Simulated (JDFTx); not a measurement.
**ZrSe2: equation of state with PBEsol**

ZrSe2:

```
Zr Se
1.0
     3.79800    0.00000    0.00000
    -1.89900    3.28916    0.00000
     0.00000    0.00000    6.19200
Zr Se
1 2
Direct
  0.00000 0.00000 0.00000
  0.66667 0.33333 0.75000
  0.33333 0.66667 0.25000
```

* Program: JDFTx 1.7.0 (patched build)
* Task: equation of state
* Functional: PBEsol
* Potentials or basis: PseudoDojo-SR-PBEsol-0.4.1-standard with smoothed tails
* Cutoff: 1170 eV
* Density cutoff: 9361 eV
* k mesh: 8 × 8 × 5
* Occupations: fermi-dirac, width 0.05 eV
* Spin: no spin polarisation

```yaml
Equilibrium_volume: 25.40 Å³/atom
Bulk_modulus_at_fixed_shape_and_positions: 81 GPa
Pressure_derivative_of_the_bulk_modulus: 4.1
```

Energy against volume, from the lowest point:
```tsv
volume (Å³/atom)	energy (meV/atom)
24.237	14.55
24.753	4.25
25.268	0.00
25.784	1.22
26.300	7.38
26.815	17.98
27.331	32.59
```

Caveat: the cell was scaled at fixed shape and fractional positions, which overstates the stiffness of a crystal with free parameters, most of all of layers and chains; this functional lacks dispersion, which binds the layers, so the pressure and a relaxed spacing across them are unreliable.
